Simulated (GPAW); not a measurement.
Input of a GPAW 26.7.0 run:

Contents of run.py:

```python
import numpy as np
from ase.dft.bandgap import bandgap
from ase.io import read, write
from ase.units import GPa
from gpaw import GPAW, PW, setup_paths
from gpaw.spinorbit import soc_eigenstates

setup_paths.insert(0, '.')

atoms = read('Os.cif')

calc = GPAW(mode=PW(600),
            xc='GGA_X_SOGGA+GGA_C_PBE_SOL',
            kpts={'size': (8, 8, 5), 'gamma': True},
            occupations={'name': 'fermi-dirac', 'width': 0.05},
            nbands=27,
            convergence={'density': 1e-05, 'energy': 1e-05},
            maxiter=150,
            txt='gpaw.txt')
atoms.calc = calc
energy = atoms.get_potential_energy()
forces = atoms.get_forces()
stress = atoms.get_stress()
calc.write('gs.gpw')
write('result.traj', atoms)
print(f'Energy: {energy:.6f} eV')
print('Forces (eV/A):')
print(forces.round(4))
print('Stress (GPa):', (stress / GPa).round(3))
print('Fermi level:', round(calc.get_fermi_level(), 4), 'eV')
print(f'Gap: {bandgap(calc)[0]:.4f} eV, direct: {bandgap(calc, direct=True)[0]:.4f} eV')

path = atoms.cell.bandpath('GMKGALHA,LM,KH', npoints=60, eps=1e-4)
bs_calc = calc.fixed_density(kpts=path, symmetry='off', nbands=38,
                             convergence={'bands': 'CBM+6.0', 'eigenstates': 1e-6}, txt='bands.txt')
bs = bs_calc.band_structure()
bs.write('bs.json')
print(f'Gap on the path: {bandgap(bs_calc)[0]:.4f} eV')

soc = soc_eigenstates(bs_calc, theta=0, phi=0)
np.savetxt('soc_bands.dat', soc.eigenvalues(), fmt='%.4f')
mesh = soc_eigenstates('gs.gpw', theta=0, phi=0)
np.savetxt('soc_mesh.dat', mesh.eigenvalues(), fmt='%.4f')
print('Fermi level with spin-orbit coupling:', round(mesh.fermi_level, 4), 'eV')
```

Contents of Os.cif:

```cif
data_Os
_cell_length_a 2.73410000
_cell_length_b 2.73410000
_cell_length_c 4.31970000
_cell_angle_alpha 90.00000000
_cell_angle_beta 90.00000000
_cell_angle_gamma 120.00000000
_space_group_name_H-M_alt 'P6_3/mmc'
_space_group_name_Hall '-P 6c 2c'
_space_group_IT_number 194
loop_
_space_group_symop_operation_xyz
'x,y,z'
'-x,-y,-z'
'x-y,x,z+1/2'
'-x+y,-x,-z+1/2'
'-y,x-y,z'
'y,-x+y,-z'
'-x,-y,z+1/2'
'x,y,-z+1/2'
'-x+y,-x,z'
'x-y,x,-z'
'y,-x+y,z+1/2'
'-y,x-y,-z+1/2'
'-y,-x,-z+1/2'
'y,x,z+1/2'
'-x,-x+y,-z'
'x,x-y,z'
'-x+y,y,-z+1/2'
'x-y,-y,z+1/2'
'y,x,-z'
'-y,-x,z'
'x,x-y,-z+1/2'
'-x,-x+y,z+1/2'
'x-y,-y,-z'
'-x+y,y,z'
loop_
_atom_site_label
_atom_site_type_symbol
_atom_site_symmetry_multiplicity
_atom_site_Wyckoff_symbol
_atom_site_fract_x
_atom_site_fract_y
_atom_site_fract_z
_atom_site_occupancy
Os1 Os 2 c 0.6666666667 0.3333333333 0.7500000000 1
```

Potentials or basis: PAW data sets generated in the run's folder for this functional, pw.

Run with:

```bash
$ gpaw-setup -f GGA_X_SOGGA+GGA_C_PBE_SOL Os
$ OMP_NUM_THREADS=1 python run.py
```

(1) Predict the pressure.

(2) Estimate the band gap along the path.

Answers

(1) -6.2 GPa.

(2) none (metal or under the smearing width).

Caveat: spin-orbit coupling was added after a scalar SCF, so levels and gaps hold it while energy, forces, pressure and moments don't; this program's spin-orbit splittings come out too wide for heavy elements.
